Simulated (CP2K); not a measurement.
The system is Ta2N.

```
CELL_PARAMETERS angstrom
3.11286 0.00000 0.00000
-1.55643 2.69582 0.00000
0.00000 0.00000 4.86984
ATOMIC_POSITIONS crystal
Ta 0.33333 0.66667 0.25471
Ta 0.66667 0.33333 0.74529
N 0.00000 0.00000 0.00000
```

The cell comes from a database or a generator and needn't be the stable form of this composition.

Base run:

```yaml
Program: CP2K 2026.2
Functional: PBE
Potentials_or_basis: POTENTIAL_UZH Ta GTH-PBE-q13, N GTH-PBE-q5; TZVP-MOLOPT-PBE-GTH basis
Density_cutoff: 6123 eV
k_mesh: 10 × 10 × 6
Occupations: fermi-dirac, width 0.05 eV
Spin: no spin polarisation
```

Its results: band gap on the k mesh none (metal or under the smearing width); pressure -3.5 GPa; largest force 0.119 eV/Å.

Question: The run is repeated on the same cell with these changes: functional from PBE to PBEsol. What comes out?

Answer: Band gap on the k mesh none (metal or under the smearing width); pressure -9.7 GPa; largest force 0.331 eV/Å.

PBEsol binds more tightly than PBE, so the same cell stands under less pressure.

Caveats: the basis of atomic orbitals isn't converged, which shifts pressures, moduli and gaps; the potentials were made for another functional, which shifts forces and pressure (some runs).

Not every run made on this cell is shown here.
